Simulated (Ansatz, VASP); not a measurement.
# Two plane-wave programs on W

```
W
1.0
    -1.59730    1.59730    1.46952
     1.59730   -1.59730    1.46952
     1.59730    1.59730   -1.46952
W
1
Direct
  0.00000 0.00000 0.00000
```

Change from the starting cell: strain +0.000 along x and y, -0.080 along z, atoms carried along.

Alike in both runs: task single point; functional r2SCAN; k mesh 14 × 14 × 14; occupations gaussian, width 0.15 eV; no spin polarisation.

|  | VASP | Ansatz |
| --- | --- | --- |
| version | VASP 6.6.1 | Ansatz 0.2.0 |
| potentials or method | VASP PAW PBE potentials, release 64 (W_sv) | scalar-relativistic, plane waves, PAW |
| plane-wave cutoff (eV) | 520 | 500 |
| valence electrons in the cell | 14 | 14 |

VASP gave:

```
gap on the k mesh at the Fermi level (eV)       : none
pressure (GPa)                                  : 24.0
largest component of the traceless stress (GPa) : 23.06
```

Q: Estimate Ansatz's values.

A: gap on the k mesh at the Fermi level (eV): none; pressure (GPa): 22.4; largest component of the traceless stress (GPa): 23.11.

A gap of «none» marks a metal or a gap that the smearing closes.

Caveats: so large a pressure means that the cell lies far from this level's equilibrium, or that cutoff or potentials fall short (VASP); the potentials were made for another functional, which shifts forces and pressure (VASP). Spin-orbit coupling is left out, which matters for the levels of W.
